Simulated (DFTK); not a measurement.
Crystal: Al2Au.

```
Au Al
1.0
     0.00000    3.00000    3.00000
     3.00000    0.00000    3.00000
     3.00000    3.00000    0.00000
Au Al
1 2
Direct
  0.00000 0.00000 0.00000
  0.75000 0.75000 0.75000
  0.25000 0.25000 0.25000
```

Base run:

- Program: DFTK 0.8.2
- Functional: PBE
- Potentials or basis: cp2k.nc.sr.pbe.v0_1.largecore.gth (PBE, GTH)
- Cutoff: 1197 eV
- k mesh: 8 × 8 × 8
- Occupations: fermi-dirac, width 0.05 eV
- Spin: no spin polarisation

Its results: band gap on the k mesh none (metal or under the smearing width); pressure 4.2 GPa.

The run is repeated on the same cell with these changes: potentials or basis from cp2k.nc.sr.pbe.v0_1.largecore.gth (PBE, GTH) to in-house norm-conserving set (PBE, scalar relativistic); cutoff from 1197 eV to 1034 eV; valence electrons from 17 to 25. What comes out?

Band gap on the k mesh none (metal or under the smearing width); pressure 3.4 GPa.

Caveats: spin-orbit coupling is left out, which moves the levels of the heavy elements; GTH potentials come without recommended cutoffs, and this one wasn't checked for convergence (some runs).
